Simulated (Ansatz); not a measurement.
fcc against bcc along the 3d metals

Computed with Ansatz, DFT, m-r2SCAN, plane waves (500 eV) with PAW, scalar-relativistic. (PAW data from PBE, frozen cores regenerated.)

Each structure is relaxed within its symmetry, in the lowest magnetic state of the tried starts. Differences under about 8 meV lie within the error of the k-point mesh.

```tsv
element	E(fcc) − E(bcc) (meV/atom)	V(fcc) (Å³/atom)	V(bcc) (Å³/atom)	state of fcc	state of bcc
Sc	-8	25.12	25.16	ferromagnetic	ferromagnetic
Ti	-65	17.34	17.20	non-magnetic	non-magnetic
V	243	13.72	13.28	non-magnetic	spin not included
Fe	10	10.18	10.80	antiferromagnetic	ferromagnetic
Co	-60	10.49	10.67	ferromagnetic	ferromagnetic
Ni	-100	10.46	10.52	ferromagnetic	ferromagnetic
```

m-r²SCAN is r²SCAN on the gauge-invariant kinetic-energy density; without spin polarisation the two are equal.
